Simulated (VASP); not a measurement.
## CoSi in VASP: the effect of Hubbard term

CoSi:

```
Co Si
1.0
     4.43800    0.00000    0.00000
     0.00000    4.43800    0.00000
     0.00000    0.00000    4.43800
Co Si
4 4
Direct
  0.86000 0.64000 0.36000
  0.64000 0.36000 0.86000
  0.36000 0.86000 0.64000
  0.14000 0.14000 0.14000
  0.15700 0.34300 0.65700
  0.34300 0.65700 0.15700
  0.65700 0.15700 0.34300
  0.84300 0.84300 0.84300
```

Alike in all runs:

| Quantity | Value |
| --- | --- |
| Program | VASP 6.6.1 |
| Task | single point |
| Functional | r2SCAN |
| Potentials or basis | VASP PAW PBE potentials, release 64 (Co, Si) |
| Cutoff | 520 eV |
| k mesh | 5 × 5 × 5 |
| Occupations | fermi-dirac, width 0.05 eV |
| Spin | collinear spin, ferromagnetic start |
| Starting moments | [2.0, 2.0, 2.0, 2.0, 0.0, 0.0, 0.0, 0.0] μB |
| Further INCAR settings | ALGO = Normal; EDIFF = 1e-06 |

Q: One run gave: pressure -0.9 GPa; moment 3.93 μB; largest force 0.09 eV/Å. Which Hubbard term did it use?
A. Co d U = 3 eV
B. Co d U = 2 eV
C. Co d U = 5 eV
D. Co d U = 6 eV
E. Co d U = 4 eV

A: B.

| Hubbard term | pressure (GPa) | moment (μB) | largest force (eV/Å) |
| --- | --- | --- | --- |
| Co d U = 2 eV | -0.9 | 3.93 | 0.09 |
| Co d U = 3 eV | -0.6 | 4.00 | 0.12 |
| Co d U = 4 eV | 0.1 | 4.00 | 0.16 |
| Co d U = 5 eV | 1.7 | 4.00 | 0.23 |
| Co d U = 6 eV | 4.7 | 4.01 | 0.33 |

Caveats: the PAW data sets were made with another functional, which shifts forces and pressure a little; the U is typed as a test and isn't derived for this compound.

Not every run made on this cell is shown here.
